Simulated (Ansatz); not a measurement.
# CdIn2S4 (Fd-3m): the listed cell

Aim: the state of CdIn2S4 (Fd-3m) with the cell held as listed.

Method: DFT PBE, scalar-relativistic, plane waves, PAW, in Ansatz 0.2.0.

1 further run of the same task is left out (set aside as unsound or not needed).

### 1 The structure to begin with

Symmetry: Fd-3m, No. 227, cubic system. Conventional cell: a = 10.797 Å, b = 10.797 Å, c = 10.797 Å, α = 90.00°, β = 90.00°, γ = 90.00°. Cd (site symmetry -43m) is surrounded by 4 S at 2.54 Å. In (site symmetry -3m) is surrounded by 6 S at 2.59 Å. S (site symmetry 3m) is surrounded by 1 Cd at 2.54 Å and 3 In at 2.59 Å.

Coordinates:

```
Cd In S
1.0
     0.00000    5.39850    5.39850
     5.39850    0.00000    5.39850
     5.39850    5.39850    0.00000
Cd In S
2 4 8
Direct
  0.00000 0.00000 0.00000
  0.25000 0.25000 0.25000
  0.62500 0.62500 0.62500
  0.12500 0.62500 0.62500
  0.62500 0.62500 0.12500
  0.62500 0.12500 0.62500
  0.38600 0.38600 0.38600
  0.40800 0.86400 0.86400
  0.38600 0.38600 0.84200
  0.86400 0.40800 0.86400
  0.84200 0.38600 0.38600
  0.86400 0.86400 0.86400
  0.38600 0.84200 0.38600
  0.86400 0.86400 0.40800
```

### 2 The listed cell

File input.yaml:

```yaml
crystal:
  lattice:
    - [0.0, 5.3985, 5.3985]
    - [5.3985, 0.0, 5.3985]
    - [5.3985, 5.3985, 0.0]
  atoms:
    - { symbol: Cd, position: [0.0, 0.0, 0.0] }
    - { symbol: Cd, position: [0.25, 0.25, 0.25] }
    - { symbol: In, position: [0.625, 0.625, 0.625] }
    - { symbol: In, position: [0.125, 0.625, 0.625] }
    - { symbol: In, position: [0.625, 0.625, 0.125] }
    - { symbol: In, position: [0.625, 0.125, 0.625] }
    - { symbol: S, position: [0.386, 0.386, 0.386] }
    - { symbol: S, position: [0.408, 0.864, 0.864] }
    - { symbol: S, position: [0.386, 0.386, 0.842] }
    - { symbol: S, position: [0.864, 0.408, 0.864] }
    - { symbol: S, position: [0.842, 0.386, 0.386] }
    - { symbol: S, position: [0.864, 0.864, 0.864] }
    - { symbol: S, position: [0.386, 0.842, 0.386] }
    - { symbol: S, position: [0.864, 0.864, 0.408] }
basis:
  ecutwfc: 420
  ecutrho_ratio: 4
kpoints:
  mp_grid: { grid: [4, 4, 4] }
hamiltonian:
  xc: pbe
scf:
  occupations: { method: gaussian, width: 0.05 }
output:
  forces: true
  stress: true
  eigenvalues: true
relax:
  f_tol: 0.01
  max_steps: 40
```

On the command line:

```
> ansatz run input.yaml --threads 4 --pin off --max-ram 10240MiB --backend cpu --events-out ev --progress --plain --runs-dir out
```

The program printed:

```text
Warning: output.stress: scf.convergence.dr2_threshold = 1e-7 eV (the SCF's general default) is looser than the 1.4e-9 eV advised for a printed stress (1e-10 eV for each atom of the cell: 14). What an SCF threshold leaves in a stress goes as its square root, and in the free energy as the threshold itself, and one threshold admits the most on a small cell: of the crystals measured, under no hybrid functional and no lock of the moments, on runs that ended without the residual-converged pass, on stresses that held no estimate of that error, the worst erred by over 100 MPa in a component at 1e-7 eV an atom and by under 5 at 1e-10. Every solve of this run answers to scf.convergence.dr2_threshold, and the tensor of one is reported: a single SCF on the reported geometry and on this run's grids (its basis.xc_grid and basis.ecutrho_ratio typed), with scf.convergence.dr2_threshold at 1.4e-9 eV or tighter, prints it and tightens no other solve. Else set scf.convergence.dr2_threshold to 1.4e-9 eV or tighter. The threshold is an SCF's pass mark: one that does not reach it within its budget of iterations ends unconverged, or closes short of it on a stop that the run arms, and scf.convergence.dr2_threshold's page says what that costs each kind of run
Warning: RAYON_NUM_THREADS=4 ignored (pool sized by the plan → 4); use --threads N
Engine: ansatz 0.2.0, aarch64-unknown-linux-gnu
Pseudopotentials: kind: paw
Pseudopotential: Cd, paw, valence charge 20, recommended cutoff 420 eV (normal), Cd.paw.azcp
Pseudopotential: In, paw, valence charge 13, recommended cutoff 420 eV (normal), In.paw.azcp
Pseudopotential: S, paw, valence charge 6, recommended cutoff 420 eV (normal), S.paw.azcp
Functional definition: PBE
  parameter kappa = 0.804
  parameter beta = 0.06672455060314922
  exchange = pbe_x(kappa = kappa, mu = beta*pi^2/3)
  correlation = pbe_c(beta = beta)
Crystal: 14 atoms, lattice volume = 314.666 Å³
Basis set: ecut = 420 eV, 6183 PW (Γ), exchange–correlation on 108×108×108 points (8 copies of the dense FFT grid, shifted against one another)
Bands: 84, of which v1, the nominal top of the filled ones, is band 70 counted from 1 (69 counted from 0)
Symmetry: 48 space group operations
Space group: Fd-3m (ITA 227), of the structure as read, at distance tolerance 6.8e-5 Å
k-points: 8 of 64
Non-local potential: Cd, projectors of the file, l = 0: 3, l = 1: 2, l = 2: 2, l = 3: 1
Non-local potential: In, projectors of the file, l = 0: 2, l = 1: 2, l = 2: 2, l = 3: 2
Non-local potential: S, projectors of the file, l = 0: 2, l = 1: 2, l = 2: 2
PAW form: soft (Blöchl's): semilocal exchange-correlation on the pseudo side does not see the compensation charge
PAW one-centre angular grid: Cd, 590 points (default); XC on 64 Gauss nodes
PAW one-centre angular grid: In, 590 points (default); XC on 64 Gauss nodes
PAW one-centre angular grid: S, 110 points (default); XC on 64 Gauss nodes
Initial density: superposition of atomic densities (neutral atoms: chi_scale 0, normalization atom), corrected by the library's trained network
Initial wavefunctions: pseudopotential atomic-orbital guess
Functional: x = pbe(κ = 0.804, μ = 0.2195149727645171), c = pbe(β = 0.06672455060314922)
SCF iter   1: F=—  HF=-46124.979197 eV  |F-HF|=—  |Δ(HF+E_count)|=         —  Δρ=6.93e-4  dr2=1.52e-3  ethr=1.77e-3  ⟨swp⟩=7.1  Hψ=2609  notcnv=0  defer=2
preconditioner: auto → Resta (q_TF=auto, 2.384 Å⁻¹)  ε∞=4.3  [insulator: Δε(μ)=1.426 eV  Ē_g=12.798 eV  σ=0.050 eV  W_gap=1.00  n_scr=64 (ndim 8)  ℏωp=23.3 eV  f_vac=0.047  D(μ)=0.00/eV (n_scr^D=0)  ε∞_Penn≈4.3]
SCF iter   2: F=—  HF=-46124.980553 eV  |F-HF|=—  |Δ(HF+E_count)|=   1.36e-3  Δρ=4.18e-4  dr2=5.64e-4  ethr=1.08e-6  ⟨swp⟩=3.0  Hψ=1498  notcnv=0  defer=13
SCF iter   3: F=—  HF=-46124.981054 eV  |F-HF|=—  |Δ(HF+E_count)|=   5.02e-4  Δρ=1.20e-4  dr2=4.53e-5  ethr=4.03e-7  ⟨swp⟩=2.0  Hψ=945  notcnv=0  defer=13
SCF iter   4: F=—  HF=-46124.981067 eV  |F-HF|=—  |Δ(HF+E_count)|=   1.23e-5  Δρ=4.87e-5  dr2=7.37e-6  ethr=3.23e-8  ⟨swp⟩=2.1  Hψ=931  notcnv=0  defer=13
iter 5 did not close the SCF: its close was put off for the readings that it lacked (scf_convergence_deferred on its scf_iter line)
SCF iter   5: F=-46124.981075 eV  HF=-46124.981075 eV  |F-HF|=5.33e-7  |Δ(HF+E_count)|=   7.97e-6  Δρ=1.39e-5  dr2=6.27e-7  ethr=5.27e-9  ⟨swp⟩=2.0  Hψ=945  notcnv=0  defer=13
SCF iter   6: F=-46124.981075 eV  HF=-46124.981075 eV  |F-HF|=7.05e-8  |Δ(HF+E_count)|=   7.33e-7  Δρ=5.28e-6  dr2=1.36e-7  ethr=4.48e-10  ⟨swp⟩=8.4  Hψ=3112  notcnv=0
SCF 1 converged in 6 iterations: F = -46124.981075 eV  dr2 = 1.36e-7
relax step   1: F+E_penalty+E_count = -46124.98107539 eV  Δ(F+E_penalty+E_count) = +0.000e0 eV  max|allowed force component| = 3.524e-1 eV/Å  Δτ_max = 0.0000 Å  (6 SCF iters, dr2 threshold 2.50e-6 eV, accepted)
Initial density: handed on by an earlier stage of this run
Initial wavefunctions: those handed on with the density
iter 1 solved again at ethr=1.30e-5 eV; its pass at ethr=3.10e-3 eV (dr2=1.82e-2 eV) is discarded
SCF iter   1: F=—  HF=-46125.025787 eV  |F-HF|=—  |Δ(HF+E_count)|=         —  Δρ=2.86e-3  dr2=1.90e-2  ethr=1.30e-5  ⟨swp⟩=2.1  Hψ=2226  notcnv=0  defer=69
preconditioner: auto → Resta (q_TF=auto, 2.384 Å⁻¹)  ε∞=4.3  [insulator: Δε(μ)=1.350 eV  Ē_g=12.802 eV  σ=0.050 eV  W_gap=1.00  n_scr=64 (ndim 8)  ℏωp=23.3 eV  f_vac=0.035  D(μ)=0.00/eV (n_scr^D=0)  ε∞_Penn≈4.3]
SCF iter   2: F=—  HF=-46125.023456 eV  |F-HF|=—  |Δ(HF+E_count)|=   2.33e-3  Δρ=1.51e-3  dr2=4.87e-3  ethr=1.30e-5  ⟨swp⟩=2.0  Hψ=683  notcnv=0  defer=69
SCF iter   3: F=—  HF=-46125.023159 eV  |F-HF|=—  |Δ(HF+E_count)|=   2.97e-4  Δρ=3.07e-4  dr2=2.59e-4  ethr=3.48e-6  ⟨swp⟩=2.0  Hψ=901  notcnv=0  defer=69
SCF iter   4: F=—  HF=-46125.023153 eV  |F-HF|=—  |Δ(HF+E_count)|=   6.42e-6  Δρ=8.49e-5  dr2=2.32e-5  ethr=1.85e-7  ⟨swp⟩=2.4  Hψ=1150  notcnv=0  defer=69
SCF iter   5: F=-46125.023166 eV  HF=-46125.023165 eV  |F-HF|=1.46e-6  |Δ(HF+E_count)|=   1.23e-5  Δρ=2.08e-5  dr2=2.25e-6  ethr=5.54e-9  ⟨swp⟩=11.9  Hψ=2958  notcnv=0
SCF 2 converged in 5 iterations: F = -46125.023166 eV  dr2 = 2.25e-6
relax step   2: F+E_penalty+E_count = -46125.02316649 eV  Δ(F+E_penalty+E_count) = -4.209e-2 eV  max|allowed force component| = 2.677e-1 eV/Å  Δτ_max = 0.0680 Å  (5 SCF iters, dr2 threshold 7.76e-6 eV, accepted)
SCF iter   1: F=—  HF=-46125.077177 eV  |F-HF|=—  |Δ(HF+E_count)|=         —  Δρ=1.33e-3  dr2=4.22e-3  ethr=2.84e-5  ⟨swp⟩=3.1  Hψ=1446  notcnv=0  defer=68
preconditioner: auto → Resta (q_TF=auto, 2.384 Å⁻¹)  ε∞=4.3  [insulator: Δε(μ)=1.390 eV  Ē_g=12.809 eV  σ=0.050 eV  W_gap=1.00  n_scr=64 (ndim 8)  ℏωp=23.3 eV  f_vac=0.040  D(μ)=0.00/eV (n_scr^D=0)  ε∞_Penn≈4.3]
SCF iter   2: F=—  HF=-46125.076530 eV  |F-HF|=—  |Δ(HF+E_count)|=   6.47e-4  Δρ=6.94e-4  dr2=1.03e-3  ethr=3.01e-6  ⟨swp⟩=2.0  Hψ=863  notcnv=0  defer=68
SCF iter   3: F=—  HF=-46125.076460 eV  |F-HF|=—  |Δ(HF+E_count)|=   7.00e-5  Δρ=1.59e-4  dr2=6.76e-5  ethr=7.37e-7  ⟨swp⟩=2.0  Hψ=928  notcnv=0  defer=68
SCF iter   4: F=—  HF=-46125.076452 eV  |F-HF|=—  |Δ(HF+E_count)|=   7.55e-6  Δρ=3.98e-5  dr2=5.20e-6  ethr=4.83e-8  ⟨swp⟩=2.0  Hψ=1108  notcnv=0  defer=68
SCF iter   5: F=-46125.076455 eV  HF=-46125.076455 eV  |F-HF|=3.15e-7  |Δ(HF+E_count)|=   2.16e-6  Δρ=1.01e-5  dr2=3.98e-7  ethr=3.20e-9  ⟨swp⟩=11.6  Hψ=2846  notcnv=0
SCF 3 converged in 5 iterations: F = -46125.076455 eV  dr2 = 3.98e-7
relax step   3: F+E_penalty+E_count = -46125.07645498 eV  Δ(F+E_penalty+E_count) = -5.329e-2 eV  max|allowed force component| = 1.933e-2 eV/Å  Δτ_max = 0.0311 Å  (5 SCF iters, dr2 threshold 4.48e-6 eV, accepted)
SCF iter   1: F=—  HF=-46125.076797 eV  |F-HF|=—  |Δ(HF+E_count)|=         —  Δρ=9.53e-5  dr2=2.04e-5  ethr=1.48e-7  ⟨swp⟩=2.1  Hψ=1343  notcnv=0  defer=25
preconditioner: auto → Resta (q_TF=auto, 2.384 Å⁻¹)  ε∞=4.3  [insulator: Δε(μ)=1.390 eV  Ē_g=12.798 eV  σ=0.050 eV  W_gap=1.00  n_scr=64 (ndim 8)  ℏωp=23.3 eV  f_vac=0.039  D(μ)=0.00/eV (n_scr^D=0)  ε∞_Penn≈4.3]
SCF iter   2: F=—  HF=-46125.076738 eV  |F-HF|=—  |Δ(HF+E_count)|=   5.86e-5  Δρ=4.97e-5  dr2=4.81e-6  ethr=1.46e-8  ⟨swp⟩=2.0  Hψ=862  notcnv=0  defer=25
SCF iter   3: F=—  HF=-46125.076738 eV  |F-HF|=—  |Δ(HF+E_count)|=   2.96e-7  Δρ=1.03e-5  dr2=2.46e-7  ethr=3.43e-9  ⟨swp⟩=2.0  Hψ=923  notcnv=0  defer=25
SCF iter   4: F=-46125.076738 eV  HF=-46125.076738 eV  |F-HF|=3.99e-9  |Δ(HF+E_count)|=   2.75e-8  Δρ=2.38e-6  dr2=1.22e-8  ethr=7.14e-11  ⟨swp⟩=8.8  Hψ=2635  notcnv=0
SCF 4 converged in 4 iterations: F = -46125.076738 eV  dr2 = 1.22e-8
relax step   4: F+E_penalty+E_count = -46125.07673785 eV  Δ(F+E_penalty+E_count) = -2.829e-4 eV  max|allowed force component| = 5.938e-4 eV/Å  Δτ_max = 0.0022 Å  (4 SCF iters, accepted)
SCF converged after 4 iterations
Free energy (F): -46125.076738 eV
Harris-Foulkes:  -46125.076738 eV  (|F-HF|=3.99e-9)
Internal energy: -46125.076738 eV  (E = F + TS)
E sigma→0 (E₀):  -46125.076738 eV
Fermi energy:    7.744170 eV
--- Per-component energies (eV) ---
  E_band       = -1150.564888
  E_kinetic    = 2847.466490
  E_local      = -13888.571531  (includes V_loc(G=0)·N_el)
  E_nonlocal   = 1773.070462
  E_hartree    = 6006.141902
  E_xc         = -1990.675188
  E_vxc        = -1539.935415  (∫ρ·V_xc dr)
  E_paw        = -29603.400530  (= ΣΔE_a)
  E_vpaw       = -2354.879136  (= ΣTr[D̂ρ^β])
  E_aug_tail   = 0.000147  (compensation charges beyond the density's cutoff)
  E_ewald      = -11269.108490
  E_smearing   = -0.000000  (= −TS)
  E_closure    = -0.000000  (closes the sum)
  Σ components = -46125.076738   (vs F -46125.076738, Δ=0.00e0)
--- Forces (eV/Å), atoms counted from 1 ---
  atom   1  Cd     0.00000000     0.00000000    -0.00000000
  atom   2  Cd    -0.00000000     0.00000000     0.00000000
  atom   3  In     0.00000000    -0.00000000    -0.00000000
  atom   4  In     0.00000000    -0.00000000    -0.00000000
  atom   5  In     0.00000000    -0.00000000     0.00000000
  atom   6  In     0.00000000    -0.00000000     0.00000000
  atom   7  S      0.00059384     0.00059384     0.00059384
  atom   8  S     -0.00059384     0.00059384     0.00059384
  atom   9  S     -0.00059384    -0.00059384     0.00059384
  atom  10  S      0.00059384    -0.00059384     0.00059384
  atom  11  S      0.00059384    -0.00059384    -0.00059384
  atom  12  S     -0.00059384    -0.00059384    -0.00059384
  atom  13  S     -0.00059384     0.00059384    -0.00059384
  atom  14  S      0.00059384     0.00059384    -0.00059384
  max |Σ_I F_I| component: 7.37e-18 eV/Å
--- Stress (GPa, compression-positive) ---
        4.443715      -0.000000       0.000000
       -0.000000       4.443715       0.000000
       -0.000000       0.000000       4.443715
  P = ⅓ Tr σ = 4.4437 GPa (44.437 kbar)
--- Band table (eV; the first three rows and the last of 8) ---
  k-point 0: bands = ["-94.3115", "-94.3115", "-55.3834", "-55.3834", "-55.3834", "-55.3834", "-55.3834", "-55.3834", "-7.0050", "-7.0050", "-7.0050", "-6.5865", "-6.5358", "-6.5358", "-6.4682", "-6.4682", "-6.4682", "-6.3989", "-6.3989", "-6.3989", "-6.3783", "-6.3783", "-6.3426", "-6.3426", "-6.3426", "-6.2998", "-6.2998", "-6.2998", "-5.8536", "-4.8114", "-4.6148", "-4.6148", "-4.6148", "-3.6704", "-3.6704", "-3.6704", "-0.3283", "-0.3283", "-0.3139", "-0.3139", "-0.3139", "-0.2737", "-0.2737", "-0.2737", "-0.2662", "-0.2662", "1.3932", "1.6028", "1.6028", "1.6028", "2.0046", "3.2682", "3.2682", "4.8037", "4.8037", "4.8037", "5.2608", "5.2608", "5.2608", "6.5648", "6.5648", "6.5648", "6.7110", "6.7110", "6.7110", "6.8544", "6.8544", "6.9135", "6.9135", "6.9135", "8.4371", "9.0539", "9.0539", "9.0539", "9.6103", "11.0118", "11.4069", "11.4069", "11.4069", "12.9825", "12.9825", "12.9825", "13.2975", "13.2975"]
  k-point 1: bands = ["-94.3115", "-94.3115", "-55.3834", "-55.3834", "-55.3834", "-55.3834", "-55.3834", "-55.3834", "-7.0026", "-6.9507", "-6.9507", "-6.5858", "-6.5858", "-6.5555", "-6.4990", "-6.4990", "-6.4684", "-6.4005", "-6.3930", "-6.3930", "-6.3797", "-6.3797", "-6.3623", "-6.3443", "-6.3443", "-6.3157", "-6.3157", "-6.2999", "-5.7531", "-4.9544", "-4.6684", "-4.4646", "-4.4646", "-3.8017", "-3.8017", "-3.6472", "-0.4461", "-0.3591", "-0.3450", "-0.3450", "-0.3247", "-0.3247", "-0.2712", "-0.2712", "-0.2663", "-0.2663", "1.6103", "1.7535", "1.7535", "2.1158", "2.3803", "3.4542", "3.4542", "4.3951", "4.7088", "4.7088", "5.1411", "5.1411", "5.3490", "5.4258", "5.9011", "6.3175", "6.3175", "6.3818", "6.3818", "6.6996", "6.6996", "6.7540", "6.9664", "6.9664", "9.3729", "9.5358", "9.5358", "9.6133", "10.2698", "11.1462", "11.8380", "12.0256", "12.0256", "12.6568", "12.9800", "12.9800", "13.3941", "13.3941"]
  k-point 2: bands = ["-94.3115", "-94.3115", "-55.3834", "-55.3834", "-55.3834", "-55.3834", "-55.3834", "-55.3834", "-7.0005", "-6.8504", "-6.8504", "-6.7108", "-6.7108", "-6.5154", "-6.5021", "-6.5021", "-6.4686", "-6.4077", "-6.3897", "-6.3897", "-6.3855", "-6.3615", "-6.3615", "-6.3587", "-6.3587", "-6.3313", "-6.3313", "-6.2999", "-5.5705", "-5.2122", "-4.6775", "-4.1772", "-4.1772", "-4.0729", "-4.0729", "-3.6353", "-0.5290", "-0.4380", "-0.3584", "-0.3584", "-0.3354", "-0.3354", "-0.2746", "-0.2746", "-0.2633", "-0.2633", "1.8307", "1.9393", "1.9393", "2.5383", "3.5576", "3.5576", "3.6123", "3.6697", "4.2385", "4.7615", "4.7615", "5.0639", "5.0639", "5.1474", "5.4581", "5.8993", "5.8993", "6.0387", "6.0387", "6.5769", "6.6864", "6.6864", "6.9985", "6.9985", "10.0081", "10.1382", "10.1382", "10.4097", "10.4408", "10.9941", "11.8897", "11.8897", "12.5379", "13.4282", "13.4344", "13.4344", "13.8304", "13.8304"]
  k-point 7: bands = ["-94.3115", "-94.3115", "-55.3834", "-55.3834", "-55.3834", "-55.3834", "-55.3834", "-55.3834", "-6.8929", "-6.8929", "-6.7833", "-6.7833", "-6.6613", "-6.6613", "-6.4837", "-6.4837", "-6.4560", "-6.4560", "-6.3923", "-6.3923", "-6.3704", "-6.3704", "-6.3619", "-6.3619", "-6.3420", "-6.3420", "-6.3278", "-6.3278", "-5.3263", "-5.3263", "-4.5691", "-4.5691", "-4.0736", "-4.0736", "-3.8368", "-3.8368", "-0.5491", "-0.5491", "-0.3388", "-0.3388", "-0.3122", "-0.3122", "-0.2869", "-0.2869", "-0.2793", "-0.2793", "1.9182", "1.9182", "2.8484", "2.8484", "3.5511", "3.5511", "3.8751", "3.8751", "4.1689", "4.1689", "4.3581", "4.3581", "5.2882", "5.2882", "5.5507", "5.5507", "5.8981", "5.8981", "6.1154", "6.1154", "6.2968", "6.2968", "6.8150", "6.8150", "10.5427", "10.5427", "10.7185", "10.7185", "11.7196", "11.7196", "12.5120", "12.5120", "13.1341", "13.1341", "13.5732", "13.5732", "13.6432", "13.6432"]
--- Relaxed structure (4 steps of the walk, 4 accepted, 0 SCFs on fresh bases) ---
  F+E_penalty+E_count = -46125.07673785 eV   max|allowed force component| = 5.938e-4 eV/Å
  atoms:
    - { symbol: Cd, position: [-9.180981362425069e-20, -2.7542944087275137e-19, 9.180981362425062e-20] }
    - { symbol: Cd, position: [0.25, 0.25, 0.25] }
    - { symbol: In, position: [0.625, 0.625, 0.625] }
    - { symbol: In, position: [0.12499999999999989, 0.625, 0.625] }
    - { symbol: In, position: [0.625, 0.625, 0.12499999999999989] }
    - { symbol: In, position: [0.625, 0.12499999999999989, 0.625] }
    - { symbol: S, position: [0.3839091531276869, 0.3839091531276869, 0.3839091531276869] }
    - { symbol: S, position: [0.4017274593830603, 0.8660908468723133, 0.8660908468723132] }
    - { symbol: S, position: [0.3839091531276869, 0.3839091531276869, 0.8482725406169395] }
    - { symbol: S, position: [0.8660908468723133, 0.4017274593830603, 0.8660908468723132] }
    - { symbol: S, position: [0.8482725406169395, 0.3839091531276869, 0.3839091531276868] }
    - { symbol: S, position: [0.8660908468723133, 0.8660908468723133, 0.8660908468723133] }
    - { symbol: S, position: [0.3839091531276869, 0.8482725406169395, 0.3839091531276868] }
    - { symbol: S, position: [0.8660908468723133, 0.8660908468723133, 0.4017274593830603] }
```

It took 17 s on 4 threads of Arm Neoverse V1, shared host; peak memory 1 GiB.

How the relaxation went:

```
step  energy from step 1 (meV/atom)  largest force component (eV/Å)
   1                            0.0                           0.352
   2                           -3.0                           0.268
   3                           -6.8                           0.019
   4                           -6.8                           0.001
```

Step 1 is the start. The run keeps the 48 symmetry operations that it found, so it can't reach a distortion that breaks them.

Result: volume 22.476 Å³/atom, pressure 4.44 GPa, mesh gap 1.39 eV.

### 3 What came out

| quantity | value |
| --- | --- |
| volume | 22.476 Å³/atom |
| pressure | 4.44 GPa |
| conventional cell | a = 10.797 Å, b = 10.797 Å, c = 10.797 Å, α = 90.00°, β = 90.00°, γ = 90.00° |
| gap on the mesh | 1.39 eV |

Held at the listed cell, this level shows 4.4 GPa, so it wants a larger volume.

These are semilocal Kohn-Sham gaps, which aren't the measured quantity. Such gaps usually fall short of the measured ones.
